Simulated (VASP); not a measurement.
# Hf in VASP: notebook

Runs on Hf. Level: PBEsol+D3(BJ). Tasks: single point, relaxation of the atoms.

Program: VASP 6.6.1. These are calculated values, not measurements. Logs are shortened: lines on timing, memory, paths and dates and some standing lists are left out, and cuts for length are marked.

### Step 1. The slab as given

The cell holds a slab with vacuum, 4 atoms: a = 3.124 Å, b = 3.124 Å, c = 27.435 Å, α = 90.00°, β = 90.00°, γ = 120.00°.

The cell was built by a generator and needn't be a form met in nature.

### Step 2. Single point, PBEsol+D3(BJ)

INCAR reads:

```
SYSTEM = Hf
PREC = Accurate
ENCUT = 520
EDIFF = 1E-6
ISMEAR = 1
SIGMA = 0.1
LREAL = .False.
LASPH = .True.
NELM = 100
ALGO = Fast
ISIF = 2
LWAVE = .False.
LCHARG = .False.
LDIPOL = .True.
IDIPOL = 3
DIPOL = 0.5 0.5 0.388
GGA = PS
IVDW = 12
NBANDS = 28
```

KPOINTS reads:

```
regular mesh
0
Gamma
  12 12 1
  0 0 0
```

POSCAR reads:

```
Hf
1.0
    3.1236330269      0.0000000000      0.0000000000
   -1.5618165135      2.7051455534      0.0000000000
    0.0000000000      0.0000000000     27.4354155915
Hf
4
Direct
    0.3333333333      0.6666666667      0.2559307813
    0.6666666667      0.3333333333      0.3409734955
    0.3333333333      0.6666666667      0.4358618740
    0.6666666667      0.3333333333      0.5209073136
```

Potentials or basis: VASP PAW PBE potentials, release 64 (Hf_pv).

Launch:

```bash
> cat potpaw_PBE.64/Hf_pv/POTCAR > POTCAR
> mpirun -np 1 vasp_std > vasp.out
```

OUTCAR:

```text
SYSTEM = Hf
   PREC = Accurate
   ENCUT = 520
   EDIFF = 1E-6
   ISMEAR = 1
   LREAL = .False.
   LASPH = .True.
   NELM = 100
   ISIF = 2
   GGA = PS
   IVDW = 12
 IVDW          = 12

 ion  position               nearest neighbor table
   1  0.333  0.667  0.256-   2 2.95   2 2.95   2 2.95
   2  0.667  0.333  0.341-   1 2.95   1 2.95   1 2.95   3 3.17   3 3.17   3 3.17
   3  0.333  0.667  0.436-   4 2.95   4 2.95   4 2.95   2 3.17   2 3.17   2 3.17
   4  0.667  0.333  0.521-   3 2.95   3 2.95   3 2.95

  LATTYP: Found a hexagonal cell.
 ALAT       =     3.1236330269
 C/A-ratio  =     8.7831750258

  Lattice vectors:

 A1 = (   3.1236330269,   0.0000000000,   0.0000000000)
 A2 = (  -1.5618165135,   2.7051455534,   0.0000000000)
 A3 = (   0.0000000000,   0.0000000000,  27.4354155915)

Analysis of symmetry for initial positions (statically):
=====================================================================
 Subroutine PRICEL returns:
 Original cell was already a primitive cell.

 Routine SETGRP: Setting up the symmetry group for a
 hexagonal supercell.

 Subroutine GETGRP returns: Found 12 space group operations
 (whereof  6 operations were pure point group operations)
 out of a pool of 24 trial point group operations.

The static configuration has the point symmetry C_3v.
 The point group associated with its full space group is D_3d.

Analysis of symmetry for dynamics (positions and initial velocities):
=====================================================================
 Subroutine PRICEL returns:
 Original cell was already a primitive cell.

 Routine SETGRP: Setting up the symmetry group for a
 hexagonal supercell.

 Subroutine GETGRP returns: Found 12 space group operations
 (whereof  6 operations were pure point group operations)
 out of a pool of 24 trial point group operations.

The dynamic configuration has the point symmetry C_3v.
 The point group associated with its full space group is D_3d.

 Subroutine INISYM returns: Found 12 space group operations
 (whereof  6 operations are pure point group operations),
 and found     1 'primitive' translations

----------------------------------------------------------------------------------------

                                     Primitive cell

  volume of cell :     231.8260

  direct lattice vectors                    reciprocal lattice vectors
     3.123633027  0.000000000  0.000000000     0.320140039  0.184832938  0.000000000
    -1.561816513  2.705145553  0.000000000     0.000000000  0.369665876  0.000000000
     0.000000000  0.000000000 27.435415591     0.000000000  0.000000000  0.036449238

  length of vectors
     3.123633027  3.123633027 27.435415591     0.369665876  0.369665876  0.036449238

  position of ions in fractional coordinates (direct lattice)
     0.333333333  0.666666667  0.255930781
     0.666666667  0.333333333  0.340973496
     0.333333333  0.666666667  0.435861874
     0.666666667  0.333333333  0.520907314

  ion indices of the primitive-cell ions
   primitive index   ion index
                 1           1
                 2           2
                 3           3
                 4           4

----------------------------------------------------------------------------------------

 KPOINTS: regular mesh

Automatic generation of k-mesh.
 Grid dimensions read from file:
 generate k-points for:   12   12    1

 Generating k-lattice:

  Cartesian coordinates                     Fractional coordinates (reciprocal lattice)
     0.026678337  0.015402745  0.000000000     0.083333333  0.000000000  0.000000000
     0.000000000  0.030805490  0.000000000     0.000000000  0.083333333  0.000000000
     0.000000000  0.000000000  0.036449238     0.000000000  0.000000000  1.000000000

  Length of vectors
     0.030805490  0.030805490  0.036449238

  Shift w.r.t. Gamma in fractional coordinates (k-lattice)
     0.000000000  0.000000000  0.000000000

 Subroutine IBZKPT returns following result:
 ===========================================

 Found     19 irreducible k-points:

 Following reciprocal coordinates:
            Coordinates               Weight
  0.000000  0.000000  0.000000      1.000000
  0.083333  0.000000  0.000000      6.000000
  0.166667  0.000000  0.000000      6.000000
  0.250000  0.000000  0.000000      6.000000
  0.333333  0.000000  0.000000      6.000000
  0.416667  0.000000  0.000000      6.000000
[... 11 lines left out ...]
  0.333333  0.250000  0.000000     12.000000
  0.333333  0.333333  0.000000      2.000000
   k-points           NKPTS =     19   k-points in BZ     NKDIM =     19   number of bands    NBANDS=     28
   number of dos      NEDOS =    301   number of ions     NIONS =      4
   total plane-waves  NPLWV = 120960
   dimension x,y,z NGX =    24 NGY =   24 NGZ =  210
   dimension x,y,z NGXF=    48 NGYF=   48 NGZF=  420
   ions per type =               4
   NGX,Y,Z   is equivalent  to a cutoff of  12.77, 12.77, 12.73 a.u.
   NGXF,Y,Z  is equivalent  to a cutoff of  25.55, 25.55, 25.45 a.u.
 SYSTEM =  Hf
   PREC   = accura    normal or accurate (medium, high low for compatibility)
   ISTART =      0    job   : 0-new  1-cont  2-samecut
   ICHARG =      2    charge: 1-file 2-atom 10-const
   ISPIN  =      1    spin polarized calculation?
   LNONCOLLINEAR =      F non collinear calculations
   LSORBIT =      F    spin-orbit coupling
   LASPH  =      T    aspherical Exc in radial PAW
   ENCUT  =  520.0 eV  38.22 Ry    6.18 a.u.   5.81  5.81 51.01*2*pi/ulx,y,z
   NELM   =    100;   NELMIN=  2; NELMDL= -5     # of ELM steps
   EDIFF  = 0.1E-05   stopping-criterion for ELM
   LREAL  =      F    real-space projection
   EDIFFG = 0.1E-04   stopping-criterion for IOM
   NSW    =      0    number of steps for IOM
   IBRION =     -1    ionic relax: 0-MD 1-quasi-New 2-CG
   NFREE  =      0    steps in history (QN), initial steepest desc. (CG)
   ISIF   =      2    stress and relaxation
   ISYM   =      2    0-nonsym 1-usesym 2-fastsym
   POTIM  = 0.5000    time-step for ionic-motion
   TEBEG  =    0.0;   TEEND  =   0.0 temperature during run
   PSTRESS=    0.0 pullay stress
   NELECT =      40.0000    total number of electrons
   NUPDOWN=      -1.0000    fix difference up-down
   EMIN   =  10.00;   EMAX   =-10.00  energy-range for DOS
   EFERMI =   0.00;   METHOD = LEGACY
   ISMEAR =     1;   SIGMA  =   0.10  broadening in eV -4-tet -1-fermi 0-gaus
   EFERMI_NEDOS =   21; number of points for ismear=-14 and -15
   IALGO  =     68    algorithm
   IMIX   =      4    mixing-type and parameters
     AMIX     =   0.40;   BMIX     =  1.00
     AMIX_MAG =   1.60;   BMIX_MAG =  1.00
  volume/ion in A,a.u.               =      57.96       391.11
  Fermi-wavevector in a.u.,A,eV,Ry     =   0.911397  1.722290 11.301596  0.830644
  Thomas-Fermi vector in A             =   2.035671
   LORBIT       =      0    0 simple, 1 ext, 2 COOP (PROOUT), +10 PAW based schemes
   GGA     = PS    functional components
   LHFCALC =     F    Hartree Fock is set to
   AEXX    =    0.0000 exact exchange contribution
   IVDW    =    12    specifies the selected vdW correction
   LEPSILON=     F    determine dielectric tensor
   LRPA    =     F    only Hartree local field effects (RPA)
 non-spin polarized calculation
 RMM-DIIS sequential band-by-band and
 Methfessel and Paxton  Order N= 1 SIGMA  =   0.10
  energy-cutoff  :      520.00
  volume of cell :      231.83
 maximum number of plane-waves:      6290
 NGX is ok and might be reduce to    24
   NGX = 11   NGY = 11   NGZ =103

 dipolmoment           0.000000      0.000000     -0.000483 electrons x Angstroem

 number of electron      39.9999994 magnetization

 dipolmoment           0.000000      0.000000      0.000536 electrons x Angstroem

 Free energy of the ion-electron system (eV)
  ---------------------------------------------------
  ext. energy  EPLUGINS =         0.00000000
  ---------------------------------------------------
  free energy    TOTEN  =       -39.96797907 eV

  energy without entropy =      -39.96241939  energy(sigma->0) =      -39.96612584

 E-fermi :  -0.9031     XC(G=0):  -4.9930

 val. band max:       -0.9262750634   @ k =   0.2500   0.0000   0.0000
 cond. band min:      -0.8973369494   @ k =   0.3333   0.0833   0.0000
 fundamental gap:      0.0289381140
 Fermi energy:        -0.9031328701

 k-point     1 :       0.0000    0.0000    0.0000
  band No.  band energies     occupation
      1     -31.8916      2.00000
      2     -31.7955      2.00000
      3     -31.1592      2.00000
      4     -31.1364      2.00000
      5     -31.1364      2.00000
      6     -31.1250      2.00000
[... 20 lines left out ...]
     27       0.8235     -0.00000
     28       0.8576     -0.00000

 k-point     2 :       0.0833    0.0000    0.0000
  band No.  band energies     occupation
      1     -31.8754      2.00000
      2     -31.7869      2.00000
      3     -31.2280      2.00000
      4     -31.1883      2.00000
      5     -31.1489      2.00000
      6     -31.1375      2.00000
[... 20 lines left out ...]
     27       0.7716     -0.00000
     28       0.8354     -0.00000

 k-point     3 :       0.1667    0.0000    0.0000
  band No.  band energies     occupation
      1     -31.8315      2.00000
      2     -31.7657      2.00000
      3     -31.3679      2.00000
      4     -31.3333      2.00000
      5     -31.1828      2.00000
      6     -31.1713      2.00000
[... 20 lines left out ...]
     27       1.0397     -0.00000
     28       1.0701     -0.00000

 k-point     4 :       0.2500    0.0000    0.0000
  band No.  band energies     occupation
      1     -31.7778      2.00000
      2     -31.7462      2.00000
      3     -31.5413      2.00000
      4     -31.5165      2.00000
      5     -31.2287      2.00000
      6     -31.2170      2.00000
[... 423 lines left out ...]
     27       2.2151      0.00000
     28       2.6177      0.00000

 k-point    18 :       0.3333    0.2500    0.0000
  band No.  band energies     occupation
      1     -31.7770      2.00000
      2     -31.7629      2.00000
      3     -31.6839      2.00000
      4     -31.6555      2.00000
      5     -31.5626      2.00000
      6     -31.5479      2.00000
[... 20 lines left out ...]
     27       2.4216      0.00000
     28       3.2819      0.00000

 k-point    19 :       0.3333    0.3333    0.0000
  band No.  band energies     occupation
      1     -31.7140      2.00000
      2     -31.7057      2.00000
      3     -31.6618      2.00000
      4     -31.6516      2.00000
      5     -31.6465      2.00000
      6     -31.6441      2.00000
[... 20 lines left out ...]
     27       2.5737      0.00000
     28       3.3699      0.00000

------------------------ aborting loop because EDIFF is reached ----------------------------------------

 vacuum level on the upper side and lower side of the slab       (xc-potential included)        -0.159        -0.169

 Edisp (eV)   -1.51550

 E8    (eV) :    -1.1667

  FORCE on cell =-STRESS in cart. coord.  units (eV):
  Direction    XX          YY          ZZ          XY          YZ          ZX
  --------------------------------------------------------------------------------------
  -------------------------------------------------------------------------------------
  Total      -1.12107    -1.12107    -0.27106     0.00000     0.00000    -0.00000
  in kB      -7.74788    -7.74788    -1.87332     0.00000     0.00000    -0.00000
  external pressure =       -5.79 kB  Pullay stress =        0.00 kB

 VOLUME and BASIS-vectors are now :
 -----------------------------------------------------------------------------
  energy-cutoff  :      520.00
  volume of cell :      231.83
      direct lattice vectors                 reciprocal lattice vectors
     3.123633027  0.000000000  0.000000000     0.320140039  0.184832938  0.000000000
    -1.561816513  2.705145553  0.000000000     0.000000000  0.369665876  0.000000000
     0.000000000  0.000000000 27.435415591     0.000000000  0.000000000  0.036449238

 POSITION                                       TOTAL-FORCE (eV/Angst)
 -----------------------------------------------------------------------------------
     -0.00000      1.80343      7.02157         0.000000      0.000000      0.044476
      1.56182      0.90172      9.35475         0.000000     -0.000000     -0.029209
     -0.00000      1.80343     11.95805        -0.000000      0.000000      0.029209
      1.56182      0.90172     14.29131        -0.000000      0.000000     -0.044476
 -----------------------------------------------------------------------------------
    total drift:                                0.000000     -0.000000      0.066152

  FREE ENERGIE OF THE ION-ELECTRON SYSTEM (eV)
  ---------------------------------------------------
  free  energy   TOTEN  =       -41.4834777083 eV

  energy  without entropy=      -41.4779180317  energy(sigma->0) =      -41.48162448

 vacuum level on the upper side and lower side of the slab         3.459         3.448
```

It took 4.1 min on 1 thread of Intel Xeon Platinum 8488C (Sapphire Rapids), shared host; peak memory 0.39 GiB.

What came out:

| Quantity | Value |
| --- | --- |
| Free energy | -41.4835 eV |
| Largest force | 0.044 eV/Å |
| Band gap on the k mesh | none (metal or under the smearing width) |
| Dispersion energy per atom | -0.379 eV |

Forces in eV/Å, atoms in the order of the input:
```
Hf   0.000  0.000  0.044
Hf   0.000  0.000 -0.029
Hf   0.000  0.000  0.029
Hf   0.000  0.000 -0.044
```

Caveat: the PAW data sets were made with another functional, which shifts forces and pressure a little.

### Step 3. Relaxation of the atoms, PBEsol+D3(BJ)

INCAR, as its differences from that of step 2:

```diff
@@ -18,2 +18,4 @@
 IVDW = 12
-NBANDS = 28
+IBRION = 2
+NSW = 80
+EDIFFG = -0.02
```

KPOINTS reads:

```
Automatic mesh
0
Gamma
  12 12 1
  0 0 0
```

POSCAR reads:

```
Hf
1.0
    3.1236330269      0.0000000000      0.0000000000
   -1.5618165135      2.7051455534      0.0000000000
    0.0000000000      0.0000000000     27.4354155915
Hf
4
Direct
    0.3333333333      0.6666666667      0.2551446679
    0.6666666667      0.3333333333      0.3409071097
    0.3333333333      0.6666666667      0.4346601272
    0.6666666667      0.3333333333      0.5229615596
```

Potentials or basis: VASP PAW PBE potentials, release 64 (Hf_pv).

Launch:

```bash
> cat potpaw_PBE.64/Hf_pv/POTCAR > POTCAR
> mpirun -np 1 vasp_std > vasp.out
```

It took 14 min on 1 thread of Intel Xeon Platinum 8488C (Sapphire Rapids), shared host; peak memory 0.42 GiB.

The run converged. Its results:

```
Free energy                  : -41.4838 eV
Energy gained by relaxing    : 6.5 meV/atom
Ionic steps                  : 8
Largest force after relaxing : 0.016 eV/Å
Band gap on the k mesh       : none (metal or under the smearing width)
Dispersion energy per atom   : -0.379 eV
```

Forces in eV/Å, atoms in the order of the input:
```
Hf   0.000  0.000  0.015
Hf   0.000  0.000 -0.016
Hf   0.000  0.000 -0.005
Hf   0.000  0.000  0.006
```

Step by step:
```csv
step,energy change (eV),largest force (eV/Å),pressure (GPa)
1,0.0000,0.4957,-1.07
2,-0.0181,0.2761,-0.88
3,-0.0241,0.0595,-0.67
4,-0.0241,0.0590,-0.68
5,-0.0247,0.0559,-0.64
6,-0.0258,0.0306,-0.55
7,-0.0251,0.0602,-0.35
8,-0.0260,0.0163,-0.49
```

Final structure:
```
Hf
1.0
     3.12363    0.00000    0.00000
    -1.56182    2.70515    0.00000
     0.00000    0.00000   27.43542
Hf
4
Cartesian
  0.0000 1.8034 7.0289
  1.5618 0.9017 9.3568
  0.0000 1.8034 11.9576
  1.5618 0.9017 14.2823
```

Levels at points of the mesh, in eV from the Fermi level:
```csv
k point,band 16,band 17,band 18,band 19,band 20,band 21,band 22,band 23,band 24
"(0.00, 0.00, 0.00)",-4.02,-0.40,-0.04,0.58,1.03,1.03,1.13,1.13,1.17
"(0.50, 0.00, 0.00)",-2.97,-1.87,-1.45,-0.87,0.17,0.70,1.13,1.52,1.61
```

Caveat: the PAW data sets were made with another functional, which shifts forces and pressure a little. Spin-orbit coupling is left out, which matters for the levels of Hf.
